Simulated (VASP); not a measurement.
Runs of VASP 6.6.1 on RbBr. Symmetry: Fm-3m, No. 225, cubic system. Conventional cell: a = 6.854 Å, b = 6.854 Å, c = 6.854 Å, α = 90.00°, β = 90.00°, γ = 90.00°. Rb (site symmetry m-3m) has 6 Br at 3.43 Å as nearest neighbours. Br (site symmetry m-3m) has 6 Rb at 3.43 Å as nearest neighbours. 

| task | level | potentials or basis | spin | cell | k mesh | cutoff (eV) | gap on the mesh (eV) | pressure (GPa) |
| --- | --- | --- | --- | --- | --- | --- | --- | --- |
| band structure | LDA | VASP PAW LDA potentials, release 64 (Rb_sv, Br) | off | as given | 7 × 7 × 7 | 520 | (a) | -1.2 |
| band structure | PBEsol | VASP PAW PBE potentials, release 64 (Rb_sv, Br) | off | as given | 7 × 7 × 7 | 520 | 4.21 | 0.0 |
| relaxation of cell and atoms | LDA | VASP PAW LDA potentials, release 64 (Rb_sv, Br) | off | relaxed | 7 × 7 × 7 | 600 | 4.15 | 0.0 |
| band structure | LDA | VASP PAW LDA potentials, release 64 (Rb_sv, Br) | SOC, no magnetisation | as given | 5 × 5 × 5 | 520 | - | -1.2 |
| relaxation of cell and atoms | PBEsol | VASP PAW PBE potentials, release 64 (Rb_sv, Br) | off | relaxed | 7 × 7 × 7 | 600 | 4.21 | 0.0 |

Alike in all rows: smearing fermi-dirac 0.05 eV.

Task: Estimate the missing entries.

Result: (a) 3.96.

Caveats: the PAW data sets were made with another functional, which shifts forces and pressure a little (some runs); the relaxation stopped at its first step, so nothing moved (some runs); an odd mesh through Γ misses points on the zone boundary, where band edges often lie (some runs).

A k mesh can miss the band edges, and rows without SOC leave out spin-orbit coupling on Br, Rb.

Runs at the PBE level aren't shown here.
